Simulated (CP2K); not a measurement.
Al:

```
Al
1.0
     2.86351    0.00000    0.00000
     1.43175    2.47987    0.00000
     1.43175    0.82662    2.33804
Al
1
Direct
  0.00000 0.00000 0.00000
```

| Property | Result |
| --- | --- |
| Program | CP2K 2026.2 |
| Task | relaxation of cell and atoms |
| Functional | RPBE |
| Dispersion | D4 |
| Potentials or basis | POTENTIAL_UZH Al GTH-PBE-q3; TZVP-MOLOPT-PBE-GTH basis |
| Density cutoff | 6123 eV |
| k mesh | 11 × 11 × 11 |
| Occupations | fermi-dirac, width 0.05 eV |
| Spin | no spin polarisation |

At the start: pressure -6.8 GPa; volume 16.60 Å³/atom.

Task: How do energy, volume and symmetry change on relaxing?

Result: Over 6 steps the energy falls by 30.9 meV/atom and the volume is 15.23 Å³/atom (-8.3 %); space group R-3m (No. 166, to 0.05 Å).

Step by step:
| step | energy change (eV) | largest force (eV/Å) | volume (Å³) |
| --- | --- | --- | --- |
| 1 | 0.0000 | 0.0000 | 16.60 |
| 2 | -0.0023 | 0.0000 | 16.55 |
| 3 | -0.0296 | 0.0000 | 15.03 |
| 4 | -0.0309 | 0.0000 | 15.26 |
| 5 | -0.0309 | 0.0000 | 15.23 |
| 6 | -0.0309 | 0.0000 | 15.23 |

Final structure:
```
Al
1.0
     2.80009    0.00000    0.00000
     1.43173    2.40664    0.00000
     1.43173    0.82660    2.26037
Al
1
Direct
  0.00000 0.00000 0.00000
```

Caveat: the potentials were made for another functional, which shifts forces and pressure; the basis of atomic orbitals isn't converged, which shifts pressures, moduli and gaps; the real-space grid breaks the cell's symmetry a little; pairwise dispersion overbinds metals, which lowers pressure and volume.
